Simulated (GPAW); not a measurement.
# Co (P-3m1) in GPAW: phonons with PBE

Aim: the phonons of Co with PBE.

All numbers are computed with GPAW 26.7.0; they aren't measurements. Logs are shortened: lines on timing, memory, paths and dates and some standing lists are left out, and cuts for length are marked. The log counts tension as positive stress, the text compression.

### 1 The structure

It takes space group P-3m1 (No. 164, trigonal). Conventional cell: a = 2.487 Å, b = 2.487 Å, c = 4.063 Å, α = 90.00°, β = 90.00°, γ = 120.00°. Co (site symmetry 3m) has 12 Co at 2.42 to 2.55 Å as nearest neighbours.

### 2 Phonons, PBE, collinear spin, ferromagnetic start

File run.py:

```python
import json
import numpy as np
from ase import Atoms
from ase.constraints import FixSymmetry
from ase.filters import FrechetCellFilter
from ase.io import read, write
from ase.optimize import BFGS
from phonopy import Phonopy
from phonopy.structure.atoms import PhonopyAtoms
from gpaw import GPAW, PW

atoms = read('POSCAR')
atoms.set_initial_magnetic_moments([2.0, 2.0])

calc = GPAW(mode=PW(600),
            xc='PBE',
            kpts={'size': (9, 9, 5), 'gamma': True},
            occupations={'name': 'fermi-dirac', 'width': 0.05},
            nbands=21,
            convergence={'density': 1e-06, 'eigenstates': 1e-09},
            maxiter=150,
            txt='gpaw.txt')
atoms.calc = calc
atoms.set_constraint(FixSymmetry(atoms))
BFGS(FrechetCellFilter(atoms), trajectory='relax.traj', logfile='-').run(fmax=0.005, steps=40)
atoms.set_constraint()
energy = atoms.get_potential_energy()
forces = atoms.get_forces()
stress = atoms.get_stress()
calc.write('gs.gpw')
write('result.traj', atoms)
print('Cell:', atoms.cell.cellpar().round(4))
print(atoms.get_scaled_positions().round(5))

def force_constants(scale):
    unit = PhonopyAtoms(symbols=atoms.get_chemical_symbols(), cell=atoms.cell[:] * scale**(1 / 3),
                        scaled_positions=atoms.get_scaled_positions(),
                        magnetic_moments=atoms.get_initial_magnetic_moments())
    ph = Phonopy(unit, supercell_matrix=np.diag([1, 1, 1]), primitive_matrix=np.eye(3), symprec=1e-4)
    ph.generate_displacements(distance=0.03)
    forces = []
    for i, sc in enumerate(ph.supercells_with_displacements):
        a = Atoms(sc.symbols, cell=sc.cell, scaled_positions=sc.scaled_positions, pbc=True,
                  magmoms=sc.magnetic_moments)
        c = GPAW(mode=PW(510),
                 xc='PBE',
                 kpts={'size': (9, 9, 5), 'gamma': True},
                 occupations={'name': 'fermi-dirac', 'width': 0.05},
                 nbands=21,
                 convergence={'density': 1e-06, 'eigenstates': 1e-09},
                 maxiter=150,
                 txt=f'disp-{scale:.3f}-{i:02d}.txt')
        a.calc = c
        f = a.get_forces()
        forces.append(f - f.mean(axis=0))
        print(f'displacement {i}: drift', f.mean(axis=0).round(5), flush=True)
    ph.forces = forces
    ph.produce_force_constants()
    ph.symmetrize_force_constants()
    return ph

qpoints = [[0.0, 0.0, 0.0]]
results = {}
for scale in [1.0]:
    ph = force_constants(scale)
    ph.run_qpoints(qpoints)
    nu = ph.qpoints.frequencies * 33.35641  # THz to cm^-1
    results[f'{scale:.3f}'] = nu.tolist()
    for qp, f in zip(qpoints, nu):
        print(scale, np.round(qp, 4), f.round(2))
json.dump(results, open('phonons.json', 'w'))
```

File POSCAR:

```
Co
1.0
    2.4873648738      0.0000000000      0.0000000000
   -1.2436824369      2.1541211692      0.0000000000
    0.0000000000      0.0000000000      4.0632895034
Co
2
Direct
    0.3333333333      0.6666666667      0.7401390000
    0.6666666667      0.3333333333      0.2598610000
```

Potentials or basis: GPAW PAW data sets (gpaw-data 1.2.1), pw.

Command:

```sh
OMP_NUM_THREADS=1 python run.py
```

gpaw.txt:

```text
__  _  _
 | _ |_)|_||  |
 |__||  | ||/\| - 26.7.0

Input parameters:
  mode=PW(ecut=600.0),
  convergence={'density': 1e-06, 'eigenstates': 1e-09},
  kpts=MonkhorstPack(size=(9, 9, 5), gamma=True),
  maxiter=150,
  nbands=21,
  occupations=Occupations(name='fermi-dirac', width=0.05),
  xc=XC(name='PBE')

Diagonalizing LCAO Hamiltonian
Converting LCAO to pw mode

        Co

          Co

Atoms  # Å, Bohr magnetons
|   | symbol |         x |        y |        z |    initial magnetic moments |
|---|--------|-----------|----------|----------|-----------------------------|
| 0 |     Co | -0.000000 | 1.436081 | 3.007399 | ( 0.0000,  0.0000,  2.0000) |
| 1 |     Co |  1.243682 | 0.718040 | 1.055890 | ( 0.0000,  0.0000,  2.0000) |
[... 132 lines left out ...]
SCF iterations
|iter     | |      energy | eigst |  dens |  magmom |
|---------|-|-------------|-------|-------|---------|
|iter:   1| |  -16.440752 | +0.28 |       |  +4.0063|
|iter:   2| |  -16.432596 | -2.12 | -1.17 |  +3.9709|
|iter:   3| |  -16.470549 | -2.20 | -1.21 |  +3.6496|
|iter:   4| |  -16.506134 | -3.36 | -1.44 |  +3.4343|
|iter:   5| |  -16.529543 | -3.41 | -1.66 |  +3.1188|
|iter:   6| |  -16.529747 | -5.06 | -2.41 |  +3.1128|
|iter:   7| |  -16.530120c| -4.82 | -2.59 |  +3.1023|
|iter:   8| |  -16.530179c| -5.63 | -3.04 |  +3.0962|
|iter:   9| |  -16.530181c| -6.96 | -3.74 |  +3.0979|
|iter:  10| |  -16.530181c| -8.39 | -4.27 |  +3.0985|
|iter:  11| |  -16.530180c| -9.04c| -4.80 |  +3.0987|
|iter:  12| |  -16.530180c| -9.45c| -5.55 |  +3.0987|
|iter:  13| |  -16.530181c|-10.01c| -5.99 |  +3.0987|
|iter:  14| |  -16.530181c|-10.57c| -6.52c|  +3.0987|

Converged in 14 steps
Energy contributions relative to reference atoms: (reference = -75805.419811)

Energy contributions:
  Kinetic:          18.994052
  Coulomb:         -15.579325
  Zero:             -0.093663
  External:          0.000000
  Xc:              -19.843257
  Entropy:          -0.015975
  Spinorbit:         0.000000
  ----------------------------
  Free energy:     -16.538168
  Extrapolated:    -16.530181
[... 31 lines left out ...]
|         17 |        36.078 |     0.000 |        35.787 |     0.000 |
|         18 |        36.405 |     0.000 |        36.700 |     0.000 |
|        ... |               |           |               |           |
|         20 |        40.530 |     0.000 |        41.132 |     0.000 |

No gap
No difference between direct/indirect transitions

Stress tensor  # eV/Ang^3
|        x |         y |         z |
|----------|-----------|-----------|
| 0.003234 |  0.000000 |  0.000000 |
| 0.000000 |  0.003234 | -0.000000 |
| 0.000000 | -0.000000 |  0.006286 |

Forces  # eV/Ang
|        x |        y |        z |
|----------|----------|----------|
| -0.00000 | -0.00000 |  0.53725 |  # Co   0
|  0.00000 |  0.00000 | -0.53725 |  # Co   1

Interpolating wave functions to new cell
[... 142 lines left out ...]
SCF iterations
|iter     | |      energy | eigst |  dens |  magmom |
|---------|-|-------------|-------|-------|---------|
|iter:   1| |  -16.568185 | -1.45 |       |  +3.0987|
|iter:   2| |  -16.560116 | -2.71 | -1.85 |  +3.0987|
|iter:   3| |  -16.537970 | -2.64 | -1.93 |  +3.0984|
|iter:   4| |  -16.537116 | -3.40 | -2.58 |  +3.0981|
|iter:   5| |  -16.537154c| -4.78 | -3.12 |  +3.0979|
|iter:   6| |  -16.537177c| -5.50 | -3.30 |  +3.0975|
|iter:   7| |  -16.537179c| -6.54 | -3.73 |  +3.0974|
|iter:   8| |  -16.537178c| -7.49 | -4.22 |  +3.0973|
|iter:   9| |  -16.537176c| -7.92 | -4.63 |  +3.0972|
|iter:  10| |  -16.537176c| -8.89 | -5.08 |  +3.0972|
|iter:  11| |  -16.537176c| -9.44c| -5.78 |  +3.0972|
|iter:  12| |  -16.537176c| -9.86c| -6.41c|  +3.0972|

Converged in 12 steps
Energy contributions relative to reference atoms: (reference = -75805.419811)

Energy contributions:
  Kinetic:          18.920201
  Coulomb:         -15.518262
  Zero:             -0.093383
  External:          0.000000
  Xc:              -19.837504
  Entropy:          -0.016454
  Spinorbit:         0.000000
  ----------------------------
  Free energy:     -16.545403
  Extrapolated:    -16.537176
[... 31 lines left out ...]
|         17 |        36.068 |     0.000 |        35.779 |     0.000 |
|         18 |        36.430 |     0.000 |        36.724 |     0.000 |
|        ... |               |           |               |           |
|         20 |        40.539 |     0.000 |        41.152 |     0.000 |

No gap
No difference between direct/indirect transitions

Stress tensor  # eV/Ang^3
|        x |         y |        z |
|----------|-----------|----------|
| 0.003053 | -0.000000 | 0.000000 |
| 0.000000 |  0.003053 | 0.000000 |
| 0.000000 |  0.000000 | 0.008350 |

Forces  # eV/Ang
|       x |        y |        z |
|---------|----------|----------|
| 0.00000 |  0.00000 |  0.42098 |  # Co   0
| 0.00000 | -0.00000 | -0.42098 |  # Co   1

Interpolating wave functions to new cell

        Co

          Co

Atoms  # Å, Bohr magnetons
|   | symbol |         x |        y |        z |    initial magnetic moments |
|---|--------|-----------|----------|----------|-----------------------------|
| 0 |     Co | -0.000000 | 1.434093 | 3.033007 | ( 0.0000,  0.0000,  1.6309) |
| 1 |     Co |  1.241961 | 0.717047 | 1.015768 | ( 0.0000,  0.0000,  1.6309) |
[... 418 lines left out ...]
|         17 |        36.201 |     0.000 |        35.898 |     0.000 |
|         18 |        36.568 |     0.000 |        36.863 |     0.000 |
|        ... |               |           |               |           |
|         20 |        40.609 |     0.000 |        41.303 |     0.000 |

No gap
No difference between direct/indirect transitions

Stress tensor  # eV/Ang^3
|         x |         y |         z |
|-----------|-----------|-----------|
| -0.001872 |  0.000000 |  0.000000 |
| -0.000000 | -0.001872 | -0.000000 |
|  0.000000 | -0.000000 |  0.003900 |

Forces  # eV/Ang
|        x |        y |        z |
|----------|----------|----------|
| -0.00000 |  0.00000 | -0.00286 |  # Co   0
|  0.00000 | -0.00000 |  0.00286 |  # Co   1

Interpolating wave functions to new cell
[... 142 lines left out ...]
SCF iterations
|iter     | |      energy | eigst |  dens |  magmom |
|---------|-|-------------|-------|-------|---------|
|iter:   1| |  -16.549440 | -3.51 |       |  +3.0868|
|iter:   2| |  -16.549422 | -5.37 | -3.11 |  +3.0868|
|iter:   3| |  -16.549375c| -5.35 | -3.18 |  +3.0867|
|iter:   4| |  -16.549373c| -5.99 | -3.66 |  +3.0865|
|iter:   5| |  -16.549373c| -7.06 | -4.00 |  +3.0864|
|iter:   6| |  -16.549374c| -7.54 | -4.30 |  +3.0863|
|iter:   7| |  -16.549373c| -9.37c| -4.85 |  +3.0862|
|iter:   8| |  -16.549373c| -9.49c| -5.10 |  +3.0862|
|iter:   9| |  -16.549373c| -9.95c| -5.71 |  +3.0862|
|iter:  10| |  -16.549373c|-10.11c| -5.98 |  +3.0862|
|iter:  11| |  -16.549373c|-10.71c| -6.68c|  +3.0862|

Converged in 11 steps
Energy contributions relative to reference atoms: (reference = -75805.419811)

Energy contributions:
  Kinetic:          19.205050
  Coulomb:         -15.741196
  Zero:             -0.091368
  External:          0.000000
  Xc:              -19.913231
  Entropy:          -0.017257
  Spinorbit:         0.000000
  ----------------------------
  Free energy:     -16.558002
  Extrapolated:    -16.549373
[... 39 lines left out ...]
Stress tensor  # eV/Ang^3
|         x |         y |        z |
|-----------|-----------|----------|
| -0.001610 | -0.000000 | 0.000000 |
| -0.000000 | -0.001610 | 0.000000 |
|  0.000000 |  0.000000 | 0.003097 |

Forces  # eV/Ang
|        x |       y |        z |
|----------|---------|----------|
|  0.00000 | 0.00000 | -0.00745 |  # Co   0
| -0.00000 | 0.00000 |  0.00745 |  # Co   1

Interpolating wave functions to new cell

        Co

          Co

Atoms  # Å, Bohr magnetons
|   | symbol |         x |        y |        z |    initial magnetic moments |
|---|--------|-----------|----------|----------|-----------------------------|
| 0 |     Co | -0.000000 | 1.435266 | 3.029002 | ( 0.0000,  0.0000,  1.6252) |
| 1 |     Co |  1.242977 | 0.717633 | 1.008802 | ( 0.0000,  0.0000,  1.6252) |
[... 415 lines left out ...]
|         17 |        36.302 |     0.000 |        35.993 |     0.000 |
|         18 |        36.510 |     0.000 |        36.805 |     0.000 |
|        ... |               |           |               |           |
|         20 |        40.607 |     0.000 |        41.278 |     0.000 |

No gap
No difference between direct/indirect transitions

Stress tensor  # eV/Ang^3
|        x |        y |         z |
|----------|----------|-----------|
| 0.000038 | 0.000000 |  0.000000 |
| 0.000000 | 0.000038 |  0.000000 |
| 0.000000 | 0.000000 | -0.000009 |

Forces  # eV/Ang
|       x |        y |        z |
|---------|----------|----------|
| 0.00000 | -0.00000 | -0.00266 |  # Co   0
| 0.00000 |  0.00000 |  0.00266 |  # Co   1

# Writing to gs.gpw (mode='')
```

It took 8 min on 1 thread of Intel Xeon Platinum 8259CL at 2.50GHz (Skylake/Cascade Lake), shared host; peak memory 0.34 GiB.

Results:

```
Free energy                            : -16.5581 eV
Relaxed volume                         : 10.81 Å³/atom
Relaxed cell                           : a = 2.486 Å, b = 2.486 Å, c = 4.037 Å, α = 90.00°, β = 90.00°, γ = 120.00°
Space group after relaxing (to 0.05 Å) : P6_3/mmc (No. 194)
Pressure after relaxing                : 0.0 GPa
Band gap on the k mesh                 : none (metal or under the smearing width)
Net moment                             : 3.08 μB per cell
Site moments                           : Co +1.62 μB
Highest phonon frequency at Γ          : 250 cm⁻¹
```

Forces on the atoms (eV/Å):
```
Co   0.000  0.000 -0.003
Co   0.000  0.000  0.003
```

Final structure:
```
CELL_PARAMETERS angstrom
2.48641 0.00000 0.00000
-1.24321 2.15330 0.00000
0.00000 0.00000 4.03651
ATOMIC_POSITIONS crystal
Co 0.33333 0.66667 0.75005
Co 0.66667 0.33333 0.24995
```

Phonon frequencies in cm⁻¹ (negative: imaginary):
| q point | frequencies |
| --- | --- |
| (0.000, 0.000, 0.000) | 0 0 0 145 145 250 |

Caveat: the cutoff is short for stress and forces, so pressures can be off by a GPa or more.
